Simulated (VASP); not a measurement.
# WS₂, energy difference of two geometries: which settings are enough?

WS₂, P6_3/mmc (no. 194), 6 atoms in the cell. PBEsol, energy difference of two geometries; PAW potentials W_sv, S (PBE set). VASP 6.6.1.

Wanted: energy difference within 0.5 meV/atom.

What the run is for: energy difference; Accuracy asked: standard; Second geometry: volume scaled by 1.06.

The series start from Plane-wave cutoff (eV): 340; k-point mesh: 8 × 8 × 2; Precision mode (PREC): Accurate; Electronic threshold (eV): 1e-6; Aspherical gradient terms in the spheres (LASPH): yes; Electronic algorithm: ALGO=Normal. Each series keeps the choices made before it, and each single choice may use up half of a tolerance. Times cover all steps of a run.

## Plane-wave cutoff (eV)

| Plane-wave cutoff (eV) | Energy difference (meV/atom) | Time (s) |
|---|---|---|
| 210 | 44.88 | 17 |
| 260 | 44.84 | 28 |
| 300 | 45.58 | 30 |
| 340 | 45.78 | 36 |
| 390 | 45.88 | 43 |
| 460 | 45.92 | 53 |
| 550 | 45.93 | 88 |
| 690 (reference) | 45.99 | 134 |

Chosen: 340, the loosest value from which every tighter one stays within half of the tolerance.

## k-point mesh

| k-point mesh | Energy difference (meV/atom) | Time (s) |
|---|---|---|
| 3 × 3 × 1 | 44.53 | 12 |
| 4 × 4 × 1 | 47.42 | 15 |
| 5 × 5 × 2 | 45.86 | 27 |
| 7 × 7 × 2 | 45.88 | 38 |
| 8 × 8 × 2 | 45.78 | 36 |
| 10 × 10 × 3 | 45.84 | 56 |
| 13 × 13 × 3 | 45.81 | 83 |
| 16 × 16 × 4 (reference) | 45.82 | 142 |

Chosen: 5 × 5 × 2.

## Precision mode (PREC)

| Precision mode (PREC) | Energy difference (meV/atom) | Time (s) |
|---|---|---|
| SingleN | 46.07 | 12 |
| Normal | 45.85 | 13 |
| Single | 45.85 | 19 |
| Accurate (reference) | 45.86 | 27 |

Chosen: SingleN.

## Electronic threshold (eV)

| Electronic threshold (eV) | Energy difference (meV/atom) | Time (s) |
|---|---|---|
| 0.001 | 46.07 | 9.8 |
| 0.0001 | 46.07 | 11 |
| 1e-5 | 46.07 | 12 |
| 1e-6 | 46.07 | 12 |
| 1e-7 | 46.07 | 13 |
| 1e-8 (reference) | 46.07 | 16 |

Chosen: 0.001.

## Aspherical gradient terms in the spheres (LASPH)

| Aspherical gradient terms in the spheres (LASPH) | Energy difference (meV/atom) | Time (s) |
|---|---|---|
| no | 46.12 | 7.2 |
| yes (reference) | 46.07 | 9.8 |

Chosen: no.

## Electronic algorithm

| Electronic algorithm | Energy difference (meV/atom) | Time (s) |
|---|---|---|
| ALGO=Normal | 46.12 | 7.2 |
| ALGO=Fast | 46.12 | 7.4 |
| ALGO=VeryFast | 46.10 | 9.1 |
| ALGO=All ISEARCH=1 | 46.17 | 8.8 |
| ALGO=All ISEARCH=0 | 46.17 | 8.8 |
| ALGO=Damped TIME=0.4 | 46.08 | 9.9 |
| ALGO=Damped TIME=0.1 | 46.16 | 13 |

Chosen: ALGO=Normal; no other choice that stays within half of the tolerance saves 30 % of the time.

## All choices together

| Input | Energy difference (meV/atom) | Time (s) |
|---|---|---|
| the program's defaults (naive) | 43.80 | 6.9 |
| chosen settings | 46.12 | 7.2 |
| reference settings throughout | 46.00 | 537 |

The tolerance is met.

## The input

INCAR:
```
SYSTEM = WS2
  GGA = PS
  ISMEAR = 0
  SIGMA = 0.03
  LWAVE = .False.
  LCHARG = .False.
  ISIF = 2
  PREC = SingleN
  LASPH = .False.
  LREAL = .False.
  ALGO = Normal
  EDIFF = 0.001
  NELM = 120
  GGA_COMPAT = .False.
  ENCUT = 340
  EFERMI = MIDGAP
```

KPOINTS:
```
Automatic mesh
0
Gamma
  5 5 2
  0 0 0
```

POSCAR.step1:
```
WS2
1.0
    3.1800000000      0.0000000000      0.0000000000
   -1.5900000000      2.7539607840      0.0000000000
    0.0000000000      0.0000000000     12.5000000000
W S
2 4
Direct
    0.6666666667      0.3333333333      0.7500000000
    0.3333333333      0.6666666667      0.2500000000
    0.6666666667      0.3333333333      0.3750000000
    0.3333333333      0.6666666667      0.8750000000
    0.6666666667      0.3333333333      0.1250000000
    0.3333333333      0.6666666667      0.6250000000
```

POSCAR.step2:
```
WS2
1.0
    3.2423687753      0.0000000000      0.0000000000
   -1.6211843877      2.8079737278      0.0000000000
    0.0000000000      0.0000000000     12.7451602803
W S
2 4
Direct
    0.6666666667      0.3333333333      0.7500000000
    0.3333333333      0.6666666667      0.2500000000
    0.6666666667      0.3333333333      0.3750000000
    0.3333333333      0.6666666667      0.8750000000
    0.6666666667      0.3333333333      0.1250000000
    0.3333333333      0.6666666667      0.6250000000
```

Commands (each step's output is kept before the next begins):
```
cat potpaw_PBE.64/W_sv/POTCAR potpaw_PBE.64/S/POTCAR > POTCAR
cp POSCAR.step1 POSCAR
mpirun -np 1 vasp_std > vasp.out
cp POSCAR.step2 POSCAR
mpirun -np 1 vasp_std > vasp.out
```

The chosen input took VASP 6.6.1 7.2 s on 1 core (Intel Xeon 6975P-C (Granite Rapids)), a shared host.

## An input that fails: damping step far too long

The electronic loop stops at its limit of 82 steps.

Changes against the starting input:
```
- ALGO = Normal
- NELM = 120
+ ALGO = Damped
+ NELM = 82
+ TIME = 2.0
```
